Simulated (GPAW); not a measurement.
**HgS: single point with PBE**

The system is HgS, a slab with vacuum.

```
S Hg
1.0
     4.14223    0.00000    0.00000
    -2.07112    3.58728    0.00000
     0.00000    0.00000   19.22765
S Hg
2 2
Direct
  0.00000 0.00000 0.39006
  0.33333 0.66667 0.56596
  0.33333 0.66667 0.43404
  0.66667 0.33333 0.60994
```

The cell isn't the ideal one: the (1 1 1) slab of HgS, cut from the database cell, not relaxed.

```json
{
  "Program": "GPAW 26.7.0",
  "Task": "single point",
  "Functional": "PBE",
  "Potentials or basis": "GPAW PAW data sets (gpaw-data 1.2.1)",
  "Cutoff": "450 eV",
  "Basis": "pw",
  "k mesh": "8 × 8 × 1",
  "Occupations": "fermi-dirac, width 0.05 eV",
  "Spin": "no spin polarisation",
  "Maxiter": "150",
  "Dipole layer": "yes"
}
```

```yaml
Largest_force: 1.279 eV/Å
Band_gap_on_the_k_mesh: none (metal or under the smearing width)
Dipole_across_the_slab: 0.24 e·Å
Work_function_of_the_upper_face: 3.22 eV
Work_function_of_the_lower_face: 6.20 eV
```

Forces on the atoms (eV/Å):
```
S    0.000  0.000  0.298
Hg   0.000  0.000 -1.155
S    0.000  0.000  1.279
Hg   0.000  0.000 -0.422
```

Levels at points of the mesh, in eV from the Fermi level:
| k point | band 22 | band 23 | band 24 | band 25 | band 26 | band 27 |
| --- | --- | --- | --- | --- | --- | --- |
| (0.00, 0.00, 0.00) | -1.68 | -0.09 | 0.03 | 0.03 | 1.46 | 1.98 |
| (0.50, 0.50, 0.00) | -2.74 | -1.17 | -1.15 | 0.39 | 2.61 | 3.16 |

Run time: 53 s on 1 thread of Arm Neoverse V2, with other jobs on the host, peak memory 0.24 GiB.

Spin-orbit coupling is left out, which matters for the levels of Hg.
